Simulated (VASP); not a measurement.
# BAs (F-43m) in VASP: further runs

Runs on BAs. Level: PBE. Tasks: dielectric tensor.

Program: VASP 6.6.1. These are calculated values, not measurements. Logs are shortened: lines on timing, memory, paths and dates and some standing lists are left out, and cuts for length are marked.

**1. The structure**

Symmetry: F-43m, No. 216, cubic system. Conventional cell: a = 4.777 Å, b = 4.777 Å, c = 4.777 Å, α = 90.00°, β = 90.00°, γ = 90.00°. Around As (site symmetry -43m) lie 4 B at 2.07 Å. Around B (site symmetry -43m) lie 4 As at 2.07 Å.

**2. Dielectric tensor, PBE**

Input file INCAR:

```
SYSTEM = BAs
ALGO = Normal
EDIFF = 1E-8
ENCUT = 520
GGA = PE
ISIF = 2
ISMEAR = 0
LASPH = .True.
LCHARG = .False.
LEPSILON = .True.
LREAL = .False.
LWAVE = .False.
NELM = 100
PREC = Accurate
SIGMA = 0.01
```

Input file KPOINTS:

```
k-points
0
Gamma
  14 14 14
  0 0 0
```

Input file POSCAR:

```
BAs
1.0
    0.0000000000      2.3885000000      2.3885000000
    2.3885000000      0.0000000000      2.3885000000
    2.3885000000      2.3885000000      0.0000000000
As B
1 1
Direct
    0.7500000000      0.7500000000      0.7500000000
    0.0000000000      0.0000000000      0.0000000000
```

Potentials or basis: VASP PAW PBE potentials, release 64 (As, B).

Launch:

```sh
$ cat potpaw_PBE.64/As/POTCAR potpaw_PBE.64/B/POTCAR > POTCAR
$ mpirun -np 1 vasp_std > vasp.out
```

OUTCAR:

```text
SYSTEM = BAs
   EDIFF = 1E-8
   ENCUT = 520
   GGA = PE
   ISIF = 2
   ISMEAR = 0
   LASPH = .True.
   LEPSILON = .True.
   LREAL = .False.
   NELM = 100
   PREC = Accurate

 Found    104 irreducible k-points:

 Following reciprocal coordinates:
            Coordinates               Weight
  0.000000  0.000000  0.000000      1.000000
  0.071429  0.000000  0.000000      8.000000
  0.142857  0.000000  0.000000      8.000000
  0.214286  0.000000  0.000000      8.000000
  0.285714  0.000000  0.000000      8.000000
  0.357143  0.000000  0.000000      8.000000
   k-points           NKPTS =    104   k-points in BZ     NKDIM =    104   number of bands    NBANDS=      8
   number of dos      NEDOS =    301   number of ions     NIONS =      2
   total plane-waves  NPLWV =  21952
   dimension x,y,z NGX =    28 NGY =   28 NGZ =   28
   dimension x,y,z NGXF=    56 NGYF=   56 NGZF=   56
   ions per type =               1   1
   NGX,Y,Z   is equivalent  to a cutoff of  13.78, 13.78, 13.78 a.u.
   NGXF,Y,Z  is equivalent  to a cutoff of  27.56, 27.56, 27.56 a.u.
 SYSTEM =  BAs
   PREC   = accura    normal or accurate (medium, high low for compatibility)
   ISTART =      0    job   : 0-new  1-cont  2-samecut
   ICHARG =      2    charge: 1-file 2-atom 10-const
   ISPIN  =      1    spin polarized calculation?
   LNONCOLLINEAR =      F non collinear calculations
   LSORBIT =      F    spin-orbit coupling
   LASPH  =      T    aspherical Exc in radial PAW
   ENCUT  =  520.0 eV  38.22 Ry    6.18 a.u.   6.28  6.28  6.28*2*pi/ulx,y,z
   NELM   =    100;   NELMIN=  2; NELMDL= -5     # of ELM steps
   EDIFF  = 0.1E-07   stopping-criterion for ELM
   LREAL  =      F    real-space projection
   EDIFFG = 0.1E-06   stopping-criterion for IOM
   NSW    =      0    number of steps for IOM
   IBRION =     -1    ionic relax: 0-MD 1-quasi-New 2-CG
   NFREE  =      0    steps in history (QN), initial steepest desc. (CG)
   ISIF   =      2    stress and relaxation
   ISYM   =      2    0-nonsym 1-usesym 2-fastsym
   POTIM  = 0.5000    time-step for ionic-motion
   TEBEG  =    0.0;   TEEND  =   0.0 temperature during run
   PSTRESS=    0.0 pullay stress
   NELECT =       8.0000    total number of electrons
   NUPDOWN=      -1.0000    fix difference up-down
   EMIN   =  10.00;   EMAX   =-10.00  energy-range for DOS
   EFERMI =   0.00;   METHOD = LEGACY
   ISMEAR =     0;   SIGMA  =   0.01  broadening in eV -4-tet -1-fermi 0-gaus
   EFERMI_NEDOS =   21; number of points for ismear=-14 and -15
   IALGO  =     38    algorithm
   IMIX   =      4    mixing-type and parameters
     AMIX     =   0.40;   BMIX     =  1.00
     AMIX_MAG =   1.60;   BMIX_MAG =  1.00
  volume/ion in A,a.u.               =      13.63        91.95
  Fermi-wavevector in a.u.,A,eV,Ry     =   1.088018  2.056057 16.106360  1.183784
  Thomas-Fermi vector in A             =   2.224191
   LORBIT       =      0    0 simple, 1 ext, 2 COOP (PROOUT), +10 PAW based schemes
   GGA     = PE    functional components
   LHFCALC =     F    Hartree Fock is set to
   AEXX    =    0.0000 exact exchange contribution
   IVDW    =     0    specifies the selected vdW correction
   LEPSILON=     T    determine dielectric tensor
   LRPA    =     F    only Hartree local field effects (RPA)
 non-spin polarized calculation
 Gauss-broadening in eV      SIGMA  =   0.01
  energy-cutoff  :      520.00
  volume of cell :       27.25
 maximum number of plane-waves:       754
 NGX is ok and might be reduce to    28
   NGX = 13   NGY = 13   NGZ = 13

--------------------------------------- Ionic step        1  -------------------------------------------

 number of electron       8.0000000 magnetization

 E-fermi :   6.1760     XC(G=0): -10.5844

 val. band max:        6.1259597364   @ k =   0.0000   0.0000   0.0000
 cond. band min:       7.3228650288   @ k =   0.4286   0.4286   0.0000
 fundamental gap:      1.1969052924
 Fermi energy:         6.1760436096

 k-point     1 :       0.0000    0.0000    0.0000
  band No.  band energies     occupation
      1      -9.2752      2.00000
      2       6.1260      2.00000
      3       6.1260      2.00000
      4       6.1260      2.00000
      5       9.4025      0.00000
      6       9.4025      0.00000
      7       9.4025      0.00000
      8      10.8127      0.00000

 k-point     2 :       0.0714    0.0000    0.0000
  band No.  band energies     occupation
      1      -9.1912      2.00000
      2       5.3249      2.00000
      3       5.9607      2.00000
      4       5.9607      2.00000
      5       9.5415      0.00000
      6       9.6197      0.00000
      7       9.6197      0.00000
      8      11.2790      0.00000

 k-point     3 :       0.1429    0.0000    0.0000
  band No.  band energies     occupation
      1      -8.9414      2.00000
      2       3.7394      2.00000
      3       5.5845      2.00000
      4       5.5845      2.00000
      5       9.4856      0.00000
      6      10.1129      0.00000
      7      10.1129      0.00000
      8      12.3814      0.00000

 k-point     4 :       0.2143    0.0000    0.0000
  band No.  band energies     occupation
      1      -8.5328      2.00000
      2       2.0240      2.00000
      3       5.1687      2.00000
      4       5.1687      2.00000
      5       9.2936      0.00000
      6      10.6029      0.00000
      7      10.6029      0.00000
      8      13.5250      0.00000

 k-point     5 :       0.2857    0.0000    0.0000
  band No.  band energies     occupation
      1      -7.9827      2.00000
      2       0.3830      2.00000
      3       4.8042      2.00000
      4       4.8042      2.00000
      5       9.0977      0.00000
      6      10.8905      0.00000
      7      10.8905      0.00000
      8      14.4388      0.00000

 k-point     6 :       0.3571    0.0000    0.0000
  band No.  band energies     occupation
      1      -7.3337      2.00000
      2      -1.0733      2.00000
      3       4.5297      2.00000
      4       4.5297      2.00000
      5       8.9445      0.00000
      6      10.9597      0.00000
      7      10.9597      0.00000
      8      14.9076      0.00000

 [... further k-points ...]

  FORCE on cell =-STRESS in cart. coord.  units (eV):
  Direction    XX          YY          ZZ          XY          YZ          ZX
  --------------------------------------------------------------------------------------
  -------------------------------------------------------------------------------------
  Total        0.5837597      0.5837597      0.5837597     -0.0000000      0.0000000      0.0000000
  in kB       34.3193404     34.3193404     34.3193404     -0.0000000      0.0000000      0.0000000
  external PRESSURE =      34.3193404 kB  Pullay stress =       0.0000000 kB

 VOLUME and BASIS-vectors are now :
 -----------------------------------------------------------------------------
  energy-cutoff  :      520.00
  volume of cell :       27.25
      direct lattice vectors                 reciprocal lattice vectors
     0.000000000  2.388500000  2.388500000    -0.209336404  0.209336404  0.209336404
     2.388500000  0.000000000  2.388500000     0.209336404 -0.209336404  0.209336404
     2.388500000  2.388500000  0.000000000     0.209336404  0.209336404 -0.209336404

 POSITION                                       TOTAL-FORCE (eV/Angst)
 -----------------------------------------------------------------------------------
      3.58275      3.58275      3.58275        -0.000000     -0.000000     -0.000000
      0.00000      0.00000      0.00000         0.000000      0.000000      0.000000
 -----------------------------------------------------------------------------------
    total drift:                                0.000000      0.000000      0.000000

  FREE ENERGIE OF THE ION-ELECTRON SYSTEM (eV)
  ---------------------------------------------------
  free  energy   TOTEN  =       -11.4067834889 eV

  energy  without entropy=      -11.4067834889  energy(sigma->0) =      -11.40678349

 HEAD OF MICROSCOPIC STATIC DIELECTRIC TENSOR (INDEPENDENT PARTICLE, excluding Hartree and local field effects)
 ------------------------------------------------------
          10.059555     0.000000     0.000000
           0.000000    10.059555     0.000000
          -0.000000    -0.000000    10.059555
 ------------------------------------------------------

 Free energy of the ion-electron system (eV)
  ---------------------------------------------------
  ---------------------------------------------------
  free energy    TOTEN  =        -0.71395506 eV

  energy without entropy =       -0.71395506

------------------------ aborting loop because EDIFF is reached ----------------------------------------

--------------------------------------- Ionic step        2  -------------------------------------------

------------------------ aborting loop because EDIFF is reached ----------------------------------------

--------------------------------------- Ionic step        3  -------------------------------------------

 Free energy of the ion-electron system (eV)
  ---------------------------------------------------
  ---------------------------------------------------
  free energy    TOTEN  =        -0.71395493 eV

  energy without entropy =       -0.71395493

------------------------ aborting loop because EDIFF is reached ----------------------------------------

 PIEZOELECTRIC TENSOR FIELD DIRECTION 3  (e Angst)
 -----------------------------------------------------------------------------
    -0.00056 -0.16272  0.00000           ( -0.00000 -0.09744  0.00000)
    -0.16272 -0.00056  0.00000           ( -0.09744 -0.00000  0.00000)
     0.00000  0.00000  0.00022           (  0.00000  0.00000 -0.00000)

 PIEZOELECTRIC TENSOR FIELD DIRECTION 3  (C/m^2)
 -----------------------------------------------------------------------------
    -0.00033 -0.09566  0.00000
    -0.09566 -0.00033  0.00000
     0.00000  0.00000  0.00013

 MACROSCOPIC STATIC DIELECTRIC TENSOR (including local field effects in DFT)
 ------------------------------------------------------
           9.765044    -0.000000     0.000000
          -0.000000     9.765044     0.000000
           0.000000     0.000000     9.765044
 ------------------------------------------------------

 PIEZOELECTRIC TENSOR (including local field effects)  for field in x, y, z        (e  Angst)
          XX          YY          ZZ          XY          YZ          ZX
  --------------------------------------------------------------------------------
  x    -0.00000    -0.00000    -0.00000     0.00000    -0.15898     0.00000
  y     0.00000     0.00000    -0.00000     0.00000     0.00000    -0.15898
  z    -0.00000    -0.00000     0.00000    -0.15898     0.00000     0.00000

 PIEZOELECTRIC TENSOR (including local field effects)  for field in x, y, z        (C/m^2)
          XX          YY          ZZ          XY          YZ          ZX
  --------------------------------------------------------------------------------
  x    -0.00000    -0.00000    -0.00000     0.00000    -0.09346     0.00000
  y     0.00000     0.00000    -0.00000     0.00000     0.00000    -0.09346
  z    -0.00000    -0.00000     0.00000    -0.09346     0.00000     0.00000

 BORN EFFECTIVE CHARGES (including local field effects) (in |e|, cummulative output)
 ---------------------------------------------------------------------------------
 ion    1
    1     0.53079     0.00000     0.00000
    2    -0.00000     0.53079     0.00000
    3    -0.00000    -0.00000     0.53079
 ion    2
    1    -0.53079    -0.00000     0.00000
    2     0.00000    -0.53079    -0.00000
    3     0.00000     0.00000    -0.53079
```

Run time: 14 min. Hardware: 1 thread of AMD EPYC, shared host; peak memory 0.33 GiB.

The run converged, but some of its settings lie outside the range that counts as converged, so its numbers aren't taken as properties of the crystal.

What came out:

| Property | Result |
| --- | --- |
| Band gap on the k mesh | 1.20 eV, indirect (least direct gap 3.28 eV) |
| Electronic dielectric tensor (diagonal) | 9.77 |
| Born charges (mean of the diagonal) | As +0.53; B -0.53 e |

(Continued in part 2 of 2.)
